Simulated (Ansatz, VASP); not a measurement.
# One calculation of RuS, two programs

INCAR

```
SYSTEM = RuS
ALGO = Normal
EDIFF = 1E-6
ENCUT = 520
GGA = PE
ISIF = 2
ISMEAR = -1
LASPH = .True.
LCHARG = .True.
LELF = .True.
LREAL = .False.
LVHAR = .True.
LWAVE = .False.
NBANDS = 17
NELM = 80
PREC = Accurate
SIGMA = 0.05
```

Contents of KPOINTS:

```
k-points
0
Gamma
  9 9 9
  0 0 0
```

File POSCAR:

```
RuS
1.0
    3.0319028300      0.0000000000      0.0000000000
    0.0000000000      3.0319028300      0.0000000000
    0.0000000000      0.0000000000      3.0319028300
Ru S
1 1
Direct
    0.0000000000      0.0000000000      0.0000000000
    0.5000000000      0.5000000000      0.5000000000
```

The input input.yaml:

```yaml
crystal:
  lattice:
    - [3.03190283, 0.0, 0.0]
    - [0.0, 3.03190283, 0.0]
    - [0.0, 0.0, 3.03190283]
  atoms:
    - { symbol: Ru, position: [0.0, 0.0, 0.0] }
    - { symbol: S, position: [0.5, 0.5, 0.5] }
kpoints:
  mp_grid: { grid: [9, 9, 9] }
scf:
  occupations: { method: fermi_dirac, width: 0.05 }
hamiltonian:
  xc: pbe
  pseudopotentials: { kind: all_electron, lapw: { basis_error: 0.001 } }
output:
  forces: true
  stress: true
  eigenvalues: true
  populations: true
```

The cell comes from a database or a generator and needn't be the stable form of this composition.

Alike in both runs: task single point; functional PBE; k mesh 9 × 9 × 9; occupations fermi-dirac, width 0.05 eV; no spin polarisation.

|  | VASP | Ansatz |
| --- | --- | --- |
| version | VASP 6.6.1 | Ansatz 0.2.0 |
| potentials or method | VASP PAW PBE potentials, release 64 (Ru_pv, S) | all-electron LAPW, scalar-relativistic |
| plane-wave cutoff (eV) | 520 | see its input |

|  | VASP | Ansatz | Ansatz less VASP |
| --- | --- | --- | --- |
| gap on the k mesh at the Fermi level (eV) | none | none | - |
| pressure (GPa) | -8.1 | -7.9 | +0.12 |

A gap of «none» marks a metal or a gap that the smearing closes. Ansatz ran all-electron here, so the differences hold the error of VASP's frozen core and of both bases.
